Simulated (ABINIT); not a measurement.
# Pb (Fm-3m) in ABINIT: convergence with k mesh

Aim: find how far k mesh must go before the results for Pb settle, at RPBE. This setting moves, with any that are tied to it; all else stays.

Program: ABINIT 10.8.3 (patched build). These are calculated values, not measurements. Logs are shortened: lines on timing, memory, paths and dates and some standing lists are left out, and cuts for length are marked. The log counts tension as positive stress, the text compression.

## (1) The crystal as given

It takes space group Fm-3m (No. 225, cubic). The conventional cell has a = 4.950 Å, b = 4.950 Å, c = 4.950 Å, α = 90.00°, β = 90.00°, γ = 90.00°. Pb (site symmetry m-3m) has 12 Pb at 3.50 Å as nearest neighbours.

## (2) With k mesh 2 × 2 × 2

run.abi

```
pp_dirpath "./"
pseudos "Pb.upf"

acell 3.5002068511 3.5002068511 3.5002068511 Angstrom
rprim
     0.0000000000     0.7071067812     0.7071067812
     0.7071067812     0.0000000000     0.7071067812
     0.7071067812     0.7071067812     0.0000000000
ntypat 1
znucl 82
natom 1
typat 1
xred
     0.0000000000     0.0000000000     0.0000000000

ecut 44.0

kptopt 1
ngkpt 2 2 2
nshiftk 1
shiftk 0.0 0.0 0.0

ixc 15

nband 15
occopt 4
tsmear 0.00367493

nstep 100
tolvrs 1.0e-10

iomode 3
prtwf 0
prtden 0
prteig 0
prtebands 0
```

Potentials or basis: PseudoDojo NC SR PBE v0.4 stringent.

On the command line:

```bash
$ abinit run.abi > log 2>&1
```

run.abo:

```text
.Version 10.8.3 of ABINIT
 Symmetries : space group Fm -3 m (#225); Bravais cF (face-center cubic)
================================================================================
 Values of the parameters that define the memory need of the present run
     intxc =       0    ionmov =       0      iscf =       7    lmnmax =       7
     lnmax =       7     mgfft =      40  mpssoang =       4    mqgrid =    3001
     natom =       1  nloc_mem =       1    nspden =       1   nspinor =       1
    nsppol =       1      nsym =      48    n1xccc =    2501    ntypat =       1
    occopt =       4   xclevel =       2
       mpw =        1442          nfft =       64000          nkpt =           3
================================================================================
================================================================================

--------------------------------------------------------------------------------
------------- Echo of variables that govern the present computation ------------
--------------------------------------------------------------------------------
 -outvars: echo values of preprocessed input variables --------
            acell      6.6144323326E+00  6.6144323326E+00  6.6144323326E+00 Bohr
              amu      2.07200000E+02
             ecut      4.40000000E+01 Hartree
              ixc          15
         kptrlatt        2    0    0      0    2    0      0    0    2
          kptrlen      1.32288647E+01
            natom           1
            nband          15
            ngfft          40      40      40
             nkpt           3
            nstep         100
             nsym          48
           ntypat           1
           occopt           4
           prtden           0
        prtebands           0
           prteig           0
            prtwf           0
            rprim      0.0000000000E+00  7.0710678120E-01  7.0710678120E-01
                       7.0710678120E-01  0.0000000000E+00  7.0710678120E-01
                       7.0710678120E-01  7.0710678120E-01  0.0000000000E+00
          spgroup         225
           tolvrs      1.00000000E-10
           tsmear      3.67493000E-03 Hartree
            typat      1
            znucl       82.00000

================================================================================

 chkinp: Checking input parameters for consistency.

================================================================================
== DATASET  1 ==================================================================

--- !DatasetInfo
iteration_state: {dtset: 1, }
dimensions: {natom: 1, nkpt: 3, mband: 15, nsppol: 1, nspinor: 1, nspden: 1, mpw: 1442, }
cutoff_energies: {ecut:  44.0, pawecutdg:  -1.0, }
electrons: {nelect:   2.20000000E+01, charge:   0.00000000E+00, occopt:   4.00000000E+00, tsmear:   3.67493000E-03, }
meta: {optdriver: 0, ionmov: 0, optcell: 0, iscf: 7, paral_kgb: 0, }
...

 Exchange-correlation functional for the present dataset will be:
  GGA: RPBE functional - ixc=15
  Hammer, L. B. Hansen, and J. K. Norskov, PRB 59, 7413 (1999)

 Real(R)+Recip(G) space primitive vectors, cartesian coordinates (Bohr,Bohr^-1):
 R(1)=  0.0000000  4.6771100  4.6771100  G(1)= -0.1069036  0.1069036  0.1069036
 R(2)=  4.6771100  0.0000000  4.6771100  G(2)=  0.1069036 -0.1069036  0.1069036
[... 54 lines left out ...]
cartesian_stress_tensor: # hartree/bohr^3
- [  1.66666098E-04,   0.00000000E+00,   0.00000000E+00, ]
- [  0.00000000E+00,   1.66666098E-04,   0.00000000E+00, ]
- [  0.00000000E+00,   0.00000000E+00,   1.66666098E-04, ]
pressure_GPa:  -4.9035E+00
xred      :
- [  0.0000E+00,   0.0000E+00,   0.0000E+00, Pb]
cartesian_forces: # hartree/bohr
- [ -0.00000000E+00,  -0.00000000E+00,  -0.00000000E+00, ]
force_length_stats: {min:   0.00000000E+00, max:   0.00000000E+00, mean:   0.00000000E+00, }
...

 Integrated electronic density in atomic spheres:
 ------------------------------------------------
 Atom  Sphere_radius  Integrated_density
    1        2.00000         18.00578828
================================================================================

 ----iterations are completed or convergence reached----

 Mean square residual over all n,k,spin=   10.771E-11; max=  48.462E-10
 reduced coordinates (array xred) for    1 atoms
       0.000000000000      0.000000000000      0.000000000000
 rms dE/dt=  0.0000E+00; max dE/dt=  0.0000E+00; dE/dt below (all hartree)
    1       0.000000000000      0.000000000000      0.000000000000

 cartesian coordinates (angstrom) at end:
    1      0.00000000000000     0.00000000000000     0.00000000000000

 cartesian forces (hartree/bohr) at end:
    1     -0.00000000000000    -0.00000000000000    -0.00000000000000
 frms,max,avg= 0.0000000E+00 0.0000000E+00   0.000E+00  0.000E+00  0.000E+00 h/b

 cartesian forces (eV/Angstrom) at end:
    1     -0.00000000000000    -0.00000000000000    -0.00000000000000
 frms,max,avg= 0.0000000E+00 0.0000000E+00   0.000E+00  0.000E+00  0.000E+00 e/A
 length scales=  6.614432332605  6.614432332605  6.614432332605 bohr
              =  3.500206851100  3.500206851100  3.500206851100 angstroms
 Fermi (or HOMO) energy (hartree) =   0.44105   Average Vxc (hartree)=  -0.38632
 Eigenvalues (hartree) for nkpt=   3  k points:
 kpt#   1, nband= 15, wtk=  0.12500, kpt=  0.0000  0.0000  0.0000 (reduced coord)
  -4.77925   -2.63593   -2.63593   -2.63593   -0.26439   -0.26439   -0.26439   -0.25945
  -0.25945   -0.06508    0.63985    0.63985    0.63985    0.72537    0.78367
      occupation numbers for kpt#   1
   2.00000    2.00000    2.00000    2.00000    2.00000    2.00000    2.00000    2.00000
   2.00000    2.00000    0.00000    0.00000    0.00000    0.00000    0.00000
 prteigrs : prtvol=0 or 1, do not print more k-points.

--- !EnergyTerms
iteration_state     : {dtset: 1, }
comment             : Components of total free energy in Hartree
kinetic             :  5.88658311957952E+01
hartree             :  5.62694119903456E+01
xc                  : -3.40450482013322E+01
Ewald energy        : -1.18613484858422E+02
psp_core            :  2.92630581826275E+00
local_psp           : -1.89085958362451E+02
non_local_psp       :  1.37947262483743E+01
internal            : -2.09888216169427E+02
'-kT*entropy'       : -5.46320877054350E-04
total_energy        : -2.09888762490304E+02
total_energy_eV     : -5.71136418481463E+03
band_energy         : -2.73294917880393E+01
...

 Cartesian components of stress tensor (hartree/bohr^3)
  sigma(1 1)=  1.66666098E-04  sigma(3 2)=  0.00000000E+00
  sigma(2 2)=  1.66666098E-04  sigma(3 1)=  0.00000000E+00
  sigma(3 3)=  1.66666098E-04  sigma(2 1)=  0.00000000E+00

-Cartesian components of stress tensor (GPa)         [Pressure= -4.9035E+00 GPa]
- sigma(1 1)=  4.90348590E+00  sigma(3 2)=  0.00000000E+00
- sigma(2 2)=  4.90348590E+00  sigma(3 1)=  0.00000000E+00
- sigma(3 3)=  4.90348590E+00  sigma(2 1)=  0.00000000E+00

== END DATASET(S) ==============================================================
================================================================================

 -outvars: echo values of variables after computation  --------
            acell      6.6144323326E+00  6.6144323326E+00  6.6144323326E+00 Bohr
           etotal     -2.0988876249E+02
            fcart     -0.0000000000E+00 -0.0000000000E+00 -0.0000000000E+00
            rprim      0.0000000000E+00  7.0710678120E-01  7.0710678120E-01
                       7.0710678120E-01  0.0000000000E+00  7.0710678120E-01
                       7.0710678120E-01  7.0710678120E-01  0.0000000000E+00
           strten      1.6666609824E-04  1.6666609824E-04  1.6666609824E-04
                       0.0000000000E+00  0.0000000000E+00  0.0000000000E+00
 Calculation completed.
```

It took 3.4 s on 1 thread of Arm Neoverse V1, shared host; peak memory 0.07 GiB.

Results:

```yaml
Free_energy: -5711.3642 eV
Pressure: -4.9 GPa
Band_gap_on_the_k_mesh: none (metal or under the smearing width)
Valence_electrons_inside_the_program's_atomic_spheres: Pb 18.01 (radii [1.0584] Å)
```

## (3) With k mesh 3 × 3 × 3

Changes to run.abi since step 2:

```diff
@@ -18,3 +18,3 @@
 kptopt 1
-ngkpt 2 2 2
+ngkpt 3 3 3
 nshiftk 1
```

Potentials or basis: PseudoDojo NC SR PBE v0.4 stringent.

On the command line:

```bash
$ abinit run.abi > log 2>&1
```

It took 5.6 s on 1 thread of Arm Neoverse V1, shared host; peak memory 0.07 GiB.

The run converged. Its results:

```yaml
Free_energy: -5709.3931 eV
Pressure: 2.8 GPa
Band_gap_on_the_k_mesh: none (metal or under the smearing width)
Valence_electrons_inside_the_program's_atomic_spheres: Pb 18.00 (radii [1.0584] Å)
```

## (4) With k mesh 4 × 4 × 4

Changes to run.abi since step 3:

```diff
@@ -18,3 +18,3 @@
 kptopt 1
-ngkpt 3 3 3
+ngkpt 4 4 4
 nshiftk 1
```

On the command line:

```bash
$ abinit run.abi > log 2>&1
```

It took 9 s on 1 thread of Arm Neoverse V1, shared host; peak memory 0.07 GiB.

The run converged. Its results:

```yaml
Free_energy: -5709.5141 eV
Pressure: 3.4 GPa
Band_gap_on_the_k_mesh: none (metal or under the smearing width)
Valence_electrons_inside_the_program's_atomic_spheres: Pb 18.01 (radii [1.0584] Å)
```

## (5) With k mesh 5 × 5 × 5

Changes to run.abi since step 4:

```diff
@@ -18,3 +18,3 @@
 kptopt 1
-ngkpt 4 4 4
+ngkpt 5 5 5
 nshiftk 1
```

On the command line:

```bash
$ abinit run.abi > log 2>&1
```

It took 13 s on 1 thread of Arm Neoverse V1, shared host; peak memory 0.07 GiB.

It converged, with:

| Item | Value |
| --- | --- |
| Free energy | -5709.6440 eV |
| Pressure | 3.5 GPa |
| Band gap on the k mesh | none (metal or under the smearing width) |
| Valence electrons inside the program's atomic spheres | Pb 18.01 (radii [1.0584] Å) |

## (6) With k mesh 7 × 7 × 7

Changes to run.abi since step 5:

```diff
@@ -18,3 +18,3 @@
 kptopt 1
-ngkpt 5 5 5
+ngkpt 7 7 7
 nshiftk 1
```

Potentials or basis: PseudoDojo NC SR PBE v0.4 stringent.

On the command line:

```bash
$ abinit run.abi > log 2>&1
```

Wall time 24 s (1 thread of Arm Neoverse V1, shared host); peak memory 0.08 GiB.

It converged, with:

```yaml
Free_energy: -5709.6891 eV
Pressure: 4.4 GPa
Band_gap_on_the_k_mesh: none (metal or under the smearing width)
Valence_electrons_inside_the_program's_atomic_spheres: Pb 18.02 (radii [1.0584] Å)
```

## (7) With k mesh 8 × 8 × 8

Changes to run.abi since step 6:

```diff
@@ -18,3 +18,3 @@
 kptopt 1
-ngkpt 7 7 7
+ngkpt 8 8 8
 nshiftk 1
```

On the command line:

```bash
$ abinit run.abi > log 2>&1
```

Run time: 36 s. Hardware: 1 thread of Arm Neoverse V1, shared host; peak memory 0.08 GiB.

It converged, with:

* Free energy: -5709.6948 eV
* Pressure: 4.2 GPa
* Band gap on the k mesh: none (metal or under the smearing width)
* Valence electrons inside the program's atomic spheres: Pb 18.02 (radii [1.0584] Å)

## (8) With k mesh 9 × 9 × 9

Changes to run.abi since step 7:

```diff
@@ -18,3 +18,3 @@
 kptopt 1
-ngkpt 8 8 8
+ngkpt 9 9 9
 nshiftk 1
```

On the command line:

```bash
$ abinit run.abi > log 2>&1
```

Run time: 44 s. Hardware: 1 thread of Arm Neoverse V1, shared host; peak memory 0.09 GiB.

The run converged. Its results:

| Quantity | Value |
| --- | --- |
| Free energy | -5709.6976 eV |
| Pressure | 3.8 GPa |
| Band gap on the k mesh | none (metal or under the smearing width) |
| Valence electrons inside the program's atomic spheres | Pb 18.01 (radii [1.0584] Å) |

## (9) With k mesh 11 × 11 × 11

Changes to run.abi since step 8:

```diff
@@ -18,3 +18,3 @@
 kptopt 1
-ngkpt 9 9 9
+ngkpt 11 11 11
 nshiftk 1
```

Potentials or basis: PseudoDojo NC SR PBE v0.4 stringent.

On the command line:

```bash
$ abinit run.abi > log 2>&1
```

It took 71 s on 1 thread of Arm Neoverse V1, shared host; peak memory 0.1 GiB.

Results (log left out):

* Free energy: -5709.6845 eV
* Pressure: 3.8 GPa
* Band gap on the k mesh: none (metal or under the smearing width)
* Valence electrons inside the program's atomic spheres: Pb 18.01 (radii [1.0584] Å)

## (10) With k mesh 14 × 14 × 14

Changes to run.abi since step 9:

```diff
@@ -18,3 +18,3 @@
 kptopt 1
-ngkpt 11 11 11
+ngkpt 14 14 14
 nshiftk 1
```

On the command line:

```bash
$ abinit run.abi > log 2>&1
```

Wall time 2.2 min (1 thread of Arm Neoverse V1, shared host); peak memory 0.13 GiB.

The run converged. Its results:

```
Free energy                                           : -5709.6841 eV
Pressure                                              : 4.0 GPa
Band gap on the k mesh                                : none (metal or under the smearing width)
Valence electrons inside the program's atomic spheres : Pb 18.02 (radii [1.0584] Å)
```

## (11) Summary

```
      k mesh  energy less the tightest run (meV/atom)  pressure (GPa)  SCF cycles  CPU time (s)  peak memory (GiB)
   2 × 2 × 2                                 -1680.06           -4.90           8           3.3               0.07
   3 × 3 × 3                                   290.99            2.83           9           5.6               0.07
   4 × 4 × 4                                   170.02            3.38           9             9               0.07
   5 × 5 × 5                                    40.11            3.48           9            12               0.07
   7 × 7 × 7                                    -4.93            4.40           9            24               0.08
   8 × 8 × 8                                   -10.68            4.19           9            36               0.08
   9 × 9 × 9                                   -13.43            3.82           9            44               0.09
11 × 11 × 11                                    -0.37            3.84           9            70                0.1
14 × 14 × 14                                     0.00            4.00           9           130               0.13
```

Against the tightest run, the energy stays within 1 meV/atom from 11 × 11 × 11 on. Not settled before the last step: the pressure (to 0.1 GPa). Meshes of other sizes hit other points, so gaps and Fermi surfaces needn't settle smoothly. The tightest run that finished is the yardstick and may itself not be fully converged.

Caveats: the potentials were made for another functional, which shifts forces and pressure.
